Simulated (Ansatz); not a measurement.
# Boltzmann transport of C at constant τ

Level of theory: DFT PBEsol, scalar-relativistic, plane waves, PAW (Ansatz). Cutoff 420 eV, 18×18×6 k-points (Γ-centred), Fermi-Dirac smearing of 0.15 eV. No spin polarisation.

The cell, relaxed at this level:
```
CELL_PARAMETERS angstrom
2.45881 0.00000 0.00000
-1.22941 2.12940 0.00000
0.00000 0.00000 8.52288
ATOMIC_POSITIONS crystal
C 0.33333 0.66667 0.00000
C 0.66667 0.33333 0.00000
```

In a metal these results depend on the k mesh and the smearing. The crystal is built of layers and no dispersion correction was added, so the binding between them is poorly described, and with it their spacing and whatever depends on it.

Constant relaxation time and rigid bands. The levels are interpolated over the whole zone and filled by a Fermi function at the stated temperature, with the chemical potential set by the electron count. Seebeck coefficients of a few μV/K are small differences and uncertain even in sign.

(1) Give the Drude plasma energies, the density of states at the chemical potential and σ/τ at 300 K.

(2) And the Seebeck coefficient (μV/K)?

## Answers

(1)
```json
{"Plasma energy xx, yy, zz": "0.49, 0.49, 0.00 eV", "Density of states (thermally broadened)": "0.00 states/eV/cell", "Conductivity over τ, xx, yy, zz": "0.0, 0.0, 0.0 ×10²⁰ (Ω·m·s)⁻¹"}
```

(2)
```json
{"T (K)": "300", "Sxx": "0.7", "Syy": "0.7", "Szz": "-9.3"}
{"T (K)": "600", "Sxx": "1.4", "Syy": "1.4", "Szz": "-4.9"}
{"T (K)": "900", "Sxx": "2.0", "Syy": "2.0", "Szz": "-2.5"}
```

This form isn't the element's structure at ambient conditions. The bands only touch here, so at this level the crystal is a zero-gap semiconductor or semimetal, not an ordinary metal.

Cost: 1 run of about 1.2 core-minutes, on Intel Xeon Platinum 8259CL (Skylake/Cascade Lake) (shared hosts).